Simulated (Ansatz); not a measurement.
In in Ansatz: the effect of functional

Crystal: In.

```xyz
2
Lattice="3.3131 0.0000 0.0000 -1.6565 2.8692 0.0000 0.0000 0.0000 5.4722" Properties=species:S:1:pos:R:3 pbc="T T T"
In    1.6565    0.9564    4.1041
In    0.0000    1.9128    1.3680
```

This isn't the form of In at room conditions, which is tetragonal.

The cell isn't the ideal one: volume scaled by 0.98.

Alike in all runs:

* Program: Ansatz 0.2.0
* Task: single point
* Potentials or basis: Ansatz PAW
* k mesh: 9 × 9 × 5
* Occupations: fermi-dirac, width 0.05 eV
* Spin: no spin polarisation

**Question.** One run gave: pressure -0.6 GPa. Which functional did it use?
A. LDA
B. r2SCAN
C. PBEsol

**Answer.** C.

```csv
functional,cutoff,pressure (GPa)
LDA,420 eV (not typed: the program's choice for these potentials),-2.2
PBEsol,420 eV (not typed: the program's choice for these potentials),-0.6
r2SCAN,500 eV (not typed: the program's choice for these potentials),0.6
```

Caveats: the PAW data sets come from PBE, with cores solved anew for the run's functional, which leaves a small shift of forces and pressure.

Runs at the PBE level aren't shown here.
